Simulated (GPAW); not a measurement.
Crystal: BP.

```
P B
1.0
     0.00000    2.26900    2.26900
     2.26900    0.00000    2.26900
     2.26900    2.26900    0.00000
P B
1 1
Direct
  0.75000 0.75000 0.75000
  0.00000 0.00000 0.00000
```

Base run:

* Program: GPAW 26.7.0
* Functional: BLYP
* Potentials or basis: PAW data sets generated in the run's folder for this functional
* Cutoff: 800 eV
* Basis: pw
* k mesh: 10 × 10 × 10
* Occupations: fermi-dirac, width 0.05 eV
* Spin: no spin polarisation

Its results: band gap on the k mesh 1.51 eV, indirect (least direct gap 3.55 eV); pressure 6.2 GPa.

Question: After a change of settings the same cell gave: band gap on the k mesh 1.29 eV, indirect (least direct gap 3.58 eV); pressure 1.1 GPa. Which change was it?
A. dispersion from none to D3(BJ)
B. functional from BLYP to LDA; potentials or basis from PAW data sets generated in the run's folder for this functional to the program's PAW data sets (release 1.2.1) made for this functional
C. functional from BLYP to revPBE; potentials or basis from PAW data sets generated in the run's folder for this functional to the program's PAW data sets (release 1.2.1) made for this functional
D. functional from BLYP to TPSS; potentials or basis from PAW data sets generated in the run's folder for this functional to GPAW PAW data sets (gpaw-data 1.2.1)

Answer: D.

Caveats: the PAW data sets were made with another functional, which shifts forces and pressure a little (some runs).

Not every run made on this cell is shown here.
